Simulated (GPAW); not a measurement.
# Magnetic state of 2 ML Fe on Re(0001), hcp site, 3 substrate layers from several starts, part 2 of 2

Does 2 ML Fe on Re(0001), hcp site, 3 substrate layers prefer parallel or opposed moments, or none?

GPAW 26.7.0; revPBE; plane waves with GPAW's PAW setups, scalar-relativistic.

So far. Step 2 (Start 1: ferro ++): After 37 cycles the largest moment stands at 2.88 μB.

**3. Order 2, typed as antiferro +-**

An opposed order shows whether the pairs that it reverses prefer unlike signs.

order2.py

```python
import json
import numpy as np
from ase import Atoms
from ase.parallel import paropen, parprint
from gpaw import GPAW

atoms = Atoms(['Re', 'Re', 'Re', 'Fe', 'Fe'],
    cell=[[2.7608, 0.0, 0.0],
         [-1.3804, 2.390923, 0.0],
         [0.0, 0.0, 22.515056]],
    scaled_positions=[[0.0, 0.0, 0.310903],
         [0.666667, 0.333333, 0.409908],
         [0.0, 0.0, 0.508913],
         [0.666667, 0.333333, 0.602406],
         [0.0, 0.0, 0.689097]],
    pbc=True,
    magmoms=[0.0, 0.0, 0.0, 2.8, -2.8])
atoms.calc = GPAW(mode={'name': 'pw', 'ecut': 550},
    xc='revPBE',
    kpts={'size': (12, 12, 1), 'gamma': True},
    occupations={'name': 'fermi-dirac', 'width': 0.005},
    convergence={'density': 1e-05, 'energy': 1e-05},
    maxiter=200,
    symmetry={'tolerance': 1e-4},
    txt='order2.txt')
e = atoms.get_potential_energy(force_consistent=True)
res = {'free_energy': e, 'energy_sigma0': atoms.get_potential_energy(), 'fermi_energy': atoms.calc.get_fermi_level()}
res['moments'] = atoms.get_magnetic_moments().tolist()
res['total'] = atoms.get_magnetic_moment()
parprint('site moments (muB):', np.round(res['moments'], 3))
parprint(f"total moment: {res['total']:.3f} muB")
parprint(f'free energy: {e:.6f} eV')
atoms.calc.write('order2.gpw')
with paropen('results.json', 'w') as f:
    json.dump(res, f)
```

Command:

```console
$ OMP_NUM_THREADS=1 mpirun -n 4 gpaw python order2.py > order2.log
```

Numbers of over 12 decimals in the logs are rounded to 6 here.

The log of the run:

```text
site moments (muB): [-0.044 -0.016 -0.136  1.543 -2.718]
total moment: -1.341 muB
free energy: -48.202475 eV

--- order2.txt ---
Input parameters:
  mode=PW(ecut=550),
  convergence={'density': 1e-05, 'energy': 1e-05},
  kpts=MonkhorstPack(size=(12, 12, 1), gamma=True),
  maxiter=200,
  occupations=Occupations(name='fermi-dirac', width=0.005),
  symmetry=Symmetry(tolerance=0.0001),
  xc=XC(name='revPBE')

Diagonalizing LCAO Hamiltonian
Converting LCAO to pw mode

       Fe

           Fe

       Re

           Re

       Re

Atoms  # Å, Bohr magnetons
|   | symbol |        x |        y |         z |    initial magnetic moments |
|---|--------|----------|----------|-----------|-----------------------------|
| 0 |     Re | 0.000000 | 0.000000 |  6.999998 | ( 0.0000,  0.0000,  0.0000) |
| 1 |     Re | 1.380401 | 0.796974 |  9.229102 | ( 0.0000,  0.0000,  0.0000) |
| 2 |     Re | 0.000000 | 0.000000 | 11.458205 | ( 0.0000,  0.0000,  0.0000) |
| 3 |     Fe | 1.380401 | 0.796974 | 13.563205 | ( 0.0000,  0.0000,  2.8000) |
| 4 |     Fe | 0.000000 | 0.000000 | 15.515058 | ( 0.0000,  0.0000, -2.8000) |

Unit cell  # Å
| periodic |         x |        y |         z |   lengths |     angles |
|----------|-----------|----------|-----------|-----------|------------|
|      yes |  2.760800 | 0.000000 |  0.000000 |  2.760800 |  90.000000 |
|      yes | -1.380400 | 2.390923 |  0.000000 |  2.760800 |  90.000000 |
|      yes |  0.000000 | 0.000000 | 22.515056 | 22.515056 | 119.999999 |

Number of symmetries: 6

BZ-sampling:
  Number of BZ points: 144
  Number of IBZ points: 19

  Monkhorst-Pack size: [12, 12, 1]
  Monkhorst-Pack shift: [0.041667, 0.041667, 0.0]

Plane wave coefficients: 4396
Cutoff: 550.0 eV

Spin-components: 2 (collinear spins)
Bands:           37
Projectors:      30
Spin-degeneracy: 1
Datatype:        complex128

Parallelization:
  kpt:    4
  domain: 1
  band:   1

Density:
  Valence electrons: 55.0
  Components: 2
  Grid points: [ 15  15 125]
  Charge: 0.0  # |e|

Potential:
  Grid points: [ 15  15 125]

[... setups left out ...]
Reference energy: -1430338.098864  # eV

eigensolver:
  PPCG
  Converge bands: occupied
  niter=2

density mixing:
  MSR1-Mixer
  Pratt-step length: 0.05
  Maximum mixing coefficient: 0.75
  Old densities: 10
  SVD Regularization: 0.005
  Good broyden scale: 1.0
  Trust region scale: 1.0
  Backstep threshold: 4.0
  History deletion threshold: 6.0
  Fourier metric: weight=20.0, sigma=0.015

occupation numbers:
  Fermi-Dirac:
    width: 0.0050  # eV

poisson solver:
  ecut: 4400.0  # eV

xc functional:
  name: revPBE with 2 nearest neighbor stencil

convergence criteria:
- Maximum integral of absolute [dens]ity change: 1e-05 electrons / valence electron
- Maximum [total energy] change in last 3 cyles: 1e-05 eV / valence electron
- Maximum integral of absolute [eigenst]ate change: 4e-08 eV^2 / valence electron
maximum number of iterations: 200

SCF iterations
|iter     |      energy | eigst |  dens |  magmom |
|---------|-------------|-------|-------|---------|
|iter:   1|       0s |  -52.044880 | +0.33 |       |  -0.0000|
|iter:   2|       2s | -126.819713 | +1.14 | -0.73 |  -0.0080|
|iter:   3|       5s |  -47.436609 | +0.31 | -0.30 |  +0.0046|
|iter:   4|       7s |  -49.192817 | +0.11 | -0.92 |  -0.0162|
|iter:   5|       9s |  -48.493800 | -0.98 | -0.93 |  -0.0428|
|iter:   6|      12s |  -48.327401 | -1.52 | -1.12 |  -0.0965|
|iter:   7|      14s |  -48.146892 | -1.60 | -1.20 |  -0.1863|
|iter:   8|      16s |  -48.101390 | -1.94 | -1.31 |  -0.2407|
|iter:   9|      18s |  -48.069073 | -2.13 | -1.33 |  -0.3242|
|iter:  10|      21s |  -48.151132 | -2.17 | -1.45 |  -0.4623|
[... 13 iterations left out ...]
|iter:  24|      53s |  -48.214352 | -3.39 | -3.10 |  -1.3342|
|iter:  25|      56s |  -48.202227 | -3.52 | -2.03 |  -1.3315|
|iter:  26|      58s |  -48.202246 | -5.23 | -3.46 |  -1.3368|
|iter:  27|      60s |  -48.202245c| -6.00 | -3.82 |  -1.3382|
|iter:  28|      62s |  -48.202243c| -6.51 | -3.74 |  -1.3388|
|iter:  29|      65s |  -48.202247c| -7.34 | -4.19 |  -1.3397|
|iter:  30|      67s |  -48.202243c| -7.55c| -4.10 |  -1.3403|
|iter:  31|      69s |  -48.202243c| -7.50c| -4.69 |  -1.3405|
|iter:  32|      71s |  -48.202244c| -7.95c| -4.58 |  -1.3406|
|iter:  33|      72s |  -48.202244c| -7.84c| -5.04c|  -1.3407|

Converged in 33 steps
Energy contributions relative to reference atoms: (reference = -1430338.098864)

Energy contributions:
  Kinetic:           3.254528
  Coulomb:          -9.064263
  Zero:              0.304393
  External:          0.000000
  Xc:              -42.696670
  Entropy:          -0.000463
  Spinorbit:         0.000000
  ----------------------------
  Free energy:     -48.202475
  Extrapolated:    -48.202244

dipole moment: (-7.086387, -25.587406, 0.069658)  # |e|*Ang

Total magnetic moment: (0.000000, 0.000000, -1.340686)

Local magnetic moments
|        x |        y |         z |
|----------|----------|-----------|
| 0.000000 | 0.000000 | -0.043661 |  # Re   0
| 0.000000 | 0.000000 | -0.016216 |  # Re   1
| 0.000000 | 0.000000 | -0.136016 |  # Re   2
| 0.000000 | 0.000000 |  1.542877 |  # Fe   3
| 0.000000 | 0.000000 | -2.717640 |  # Fe   4

Fermi level: 3.471
Eigenvalues  # (at kpt = [-0.000, -0.000, 0.000])
| band index |      eig [eV] | occ [0-1] |      eig [eV] | occ [0-1] |
|------------|---------------|-----------|---------------|-----------|
|          0 |       -38.789 |     1.000 |       -38.828 |     1.000 |
|        ... |               |           |               |           |
|         21 |         2.045 |     1.000 |         1.800 |     1.000 |
|         22 |         2.045 |     1.000 |         1.800 |     1.000 |
|         23 |         2.379 |     1.000 |         2.052 |     1.000 |
|         24 |         2.379 |     1.000 |         2.052 |     1.000 |
|         25 |         2.742 |     1.000 |         2.562 |     1.000 |
|         26 |         2.742 |     1.000 |         2.562 |     1.000 |
|         27 |         3.320 |     1.000 |         2.756 |     1.000 |
|         28 |         3.571 |     0.000 |         3.171 |     1.000 |
|         29 |         3.930 |     0.000 |         3.171 |     1.000 |
|         30 |         3.931 |     0.000 |         3.488 |     0.032 |
|         31 |         4.206 |     0.000 |         4.122 |     0.000 |
|         32 |         4.576 |     0.000 |         4.122 |     0.000 |
|         33 |         4.576 |     0.000 |         4.191 |     0.000 |
|         34 |         4.702 |     0.000 |         4.724 |     0.000 |
|         35 |         4.702 |     0.000 |         4.724 |     0.000 |
|         36 |         5.937 |     0.000 |         5.902 |     0.000 |

No gap
No difference between direct/indirect transitions
```

Elapsed: 79 s, on 4 MPI ranks of Arm Neoverse V2, shared host; peak memory 1 GiB; 5.2 min of CPU time.

Spin moment in the augmentation sphere by atom:

| atom | spin moment in the augmentation sphere (μB) |
| --- | --- |
| Re1 | -0.04 |
| Re2 | -0.02 |
| Re3 | -0.14 |
| Fe4 | 1.54 |
| Fe5 | -2.72 |

Read from the output:

- magnetization: -1.341 μB
- final state: ferrimagnetic

It lies 112 meV a seeded atom over the first start, and its largest moment is 2.72 μB against 2.88 μB.

**4. Run 3 (no spin polarisation)**

A run without seeds gives the energy of the state without moments.

nospin.py is the script of step 3 with these lines changed:

```diff
@@ -15,4 +15,3 @@
          [0.0, 0.0, 0.689097]],
-    pbc=True,
-    magmoms=[0.0, 0.0, 0.0, 2.8, -2.8])
+    pbc=True)
 atoms.calc = GPAW(mode={'name': 'pw', 'ecut': 550},
@@ -24,11 +23,7 @@
     symmetry={'tolerance': 1e-4},
-    txt='order2.txt')
+    txt='nospin.txt')
 e = atoms.get_potential_energy(force_consistent=True)
 res = {'free_energy': e, 'energy_sigma0': atoms.get_potential_energy(), 'fermi_energy': atoms.calc.get_fermi_level()}
-res['moments'] = atoms.get_magnetic_moments().tolist()
-res['total'] = atoms.get_magnetic_moment()
-parprint('site moments (muB):', np.round(res['moments'], 3))
-parprint(f"total moment: {res['total']:.3f} muB")
 parprint(f'free energy: {e:.6f} eV')
-atoms.calc.write('order2.gpw')
+atoms.calc.write('nospin.gpw')
 with paropen('results.json', 'w') as f:
```

Command:

```console
$ OMP_NUM_THREADS=1 mpirun -n 4 gpaw python nospin.py > nospin.log
```

The log of the run:

```text
free energy: -47.622859 eV

--- nospin.txt ---
Input parameters:
  mode=PW(ecut=550),
  convergence={'density': 1e-05, 'energy': 1e-05},
  kpts=MonkhorstPack(size=(12, 12, 1), gamma=True),
  maxiter=200,
  occupations=Occupations(name='fermi-dirac', width=0.005),
  symmetry=Symmetry(tolerance=0.0001),
  xc=XC(name='revPBE')

Diagonalizing LCAO Hamiltonian
Converting LCAO to pw mode

       Fe

           Fe

       Re

[...]
|          0 |       -38.983 |     2.000 |
|        ... |               |           |
|         22 |         2.168 |     2.000 |
|         23 |         2.296 |     2.000 |
|         24 |         2.296 |     2.000 |
|         25 |         2.532 |     2.000 |
[...]
|         33 |         4.256 |     0.000 |
|         34 |         4.442 |     0.000 |
|         35 |         4.442 |     0.000 |
|         36 |         5.731 |     0.000 |

No gap
No difference between direct/indirect transitions

[key lines of the parts left out:]
Free energy:     -47.622859
Converged in 30 steps
dipole moment: (-7.097024, -25.605395, 0.036223)  # |e|*Ang
Fermi level: 3.344
```

Wall time 37 s (4 MPI ranks); peak memory 0.91 GiB; 2.5 min of CPU time.

This step gave:

| Property | Result |
| --- | --- |
| final state | non-magnetic (no spin polarisation) |

It lies 402 meV a seeded atom over the first start.

**5. Ranking**

These are free energies at a smearing of 0.005 eV, so its entropy term is in the differences. They are divided by the number of seeded atoms, so that cells of unlike size compare.

Orders:

| start | final state | typed order kept | energy over the lowest (meV a seeded atom) | largest site moment (μB) | net moment (μB a primitive cell) | mesh matched | CPU time (s) |
| --- | --- | --- | --- | --- | --- | --- | --- |
| ferro ++ | ferromagnetic | yes | 0 | 2.876 | 4.889 | yes | 365.5 |
| antiferro +- | ferrimagnetic | yes | 112.4 | 2.718 | 1.341 | yes | 313.6 |
| no spin polarisation | non-magnetic | - | 402.2 | 0 | 0 | yes | 147.6 |

**6. Summary of results**

```json
{"lowest state found": "ferromagnetic (typed ferro ++)", "largest site moment": "2.88 μB", "next state": "ferrimagnetic, 112 meV a seeded atom higher", "energy gained by spin polarisation": "402 meV a seeded atom"}
```

In words: The lowest state found is ferromagnetic, reached from the start ferro ++, with moments up to 2.88 μB. The next state costs 112 meV a seeded atom. Only 3 starts are shown; other collinear patterns, canted and longer-period orders are not.

[Logs and program files are shortened in this print: banners, set-up blocks, solver, clock and traceback lines can be left out without a mark of their own.]

[Logs are printed without paths, hosts, clocks, repeated set-up lines and the standing remarks that a program may print on its own settings, such as how far it seeks lower states.]

[Hosts, paths, dates, database ids (printed as entryN), source tags and the programs' standing remarks are cut or masked in the printed files.]

[Where a cell is said to come from a database of computed structures, the database is the Materials Project.]
